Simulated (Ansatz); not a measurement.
# KBr: the cell at several levels of theory

Cell and atoms of KBr in the CsCl-type structure are relaxed in turn with PBE, r2SCAN, PBEsol, LDA and HSE06. This is a trial cell built on a prototype, not taken from a measured structure, and it needn't be the compound's ground state.

Code: Ansatz 0.2.0. PAW datasets, plane waves, zero pressure. All values are calculated for a non-magnetic cell, which may be hypothetical.

### 1 Starting point

The symmetry is Pm-3m (No. 221, cubic); conventional cell a = 3.963 Å, 31.13 Å³ an atom. Near K stand 8 Br at 3.43 Å; near Br stand 8 K at 3.43 Å.

Coordinates:

```cif
data_structure
_symmetry_space_group_name_H-M 'P 1'
_symmetry_Int_Tables_number 1
_cell_length_a 3.9632
_cell_length_b 3.9632
_cell_length_c 3.9632
_cell_angle_alpha 90.000
_cell_angle_beta 90.000
_cell_angle_gamma 90.000
_cell_volume 62.25
loop_
_atom_site_label
_atom_site_type_symbol
_atom_site_fract_x
_atom_site_fract_y
_atom_site_fract_z
_atom_site_occupancy
K1 K 0.00000 0.00000 0.00000 1
Br1 Br 0.50000 0.50000 0.50000 1
```

### 2 PBE: cell and atoms

Contents of input.yaml:

```yaml
crystal:
  lattice:
    - [3.9632347793, 0.0, 0.0]
    - [0.0, 3.9632347793, 0.0]
    - [0.0, 0.0, 3.9632347793]
  atoms:
    - { symbol: K, position: [0.0, 0.0, 0.0] }
    - { symbol: Br, position: [0.5, 0.5, 0.5] }
kpoints:
  mp_grid: { grid: [6, 6, 6] }
hamiltonian:
  xc: pbe
scf:
  occupations: { method: fermi_dirac, width: 0.02 }
relax:
  f_tol: 0.005
  cell: {}
```

Launch:

```sh
ansatz run input.yaml --threads 2 --pin off --max-ram 2211MiB --backend cpu --events-out ev --progress --plain --runs-dir out
```

The runs that follow: r2SCAN: cell and atoms; Relaxation with PBEsol; Relaxation with LDA; Relaxing with HSE06.

Before running it: what results should come out? Wanted: for each run, a; volume; space group; SCF geometries.

The runs gave:

```
 level  a (Å)  volume (Å³/atom)  space group  SCF geometries
   PBE  4.039            32.949        Pm-3m               5
r2SCAN  3.976            31.435        Pm-3m               5
PBEsol  3.935            30.456        Pm-3m               5
   LDA  3.829            28.071        Pm-3m               6
 HSE06  4.012            32.298        Pm-3m               4
```

The first relaxation changed the volume by +5.9 % from the start. LDA gives the smallest cell and PBE the largest; they differ by 17.4 % in volume, a mean of 5.5 % in length. The meshes differ: PBE 6×6×6, r2SCAN 6×6×6, PBEsol 6×6×6, LDA 6×6×6, HSE06 4×4×4.
